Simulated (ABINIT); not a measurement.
The system is ZnAu.

```xyz
2
Lattice="3.1470 0.0000 0.0000 0.0000 3.1470 0.0000 0.0000 0.0000 3.1470" Properties=species:S:1:pos:R:3 pbc="T T T"
Au    0.0000    0.0000    0.0000
Zn    1.5735    1.5735    1.5735
```

Base run:

```yaml
Program: ABINIT 10.8.3 (patched build)
Functional: PBE
Potentials_or_basis: Ansatz PAW PBE default generated set, frozen core
Cutoff: 381 eV
k_mesh: 6 × 6 × 6
Occupations: fermi-dirac, width 0.05 eV
Spin: no spin polarisation
```

Its results: band gap on the k mesh none (metal or under the smearing width); pressure 4.9 GPa.

Problem. The run is repeated on the same cell with these changes: functional from PBE to PBEsol; potentials or basis from Ansatz PAW PBE default generated set, frozen core to PseudoDojo NC SR PBEsol v0.4.1 standard; cutoff from 381 eV to 1034 eV; valence electrons from 31 to 39. What comes out?

Solution. Band gap on the k mesh none (metal or under the smearing width); pressure -3.0 GPa.

Caveats: the atomic spheres overlap (some runs).
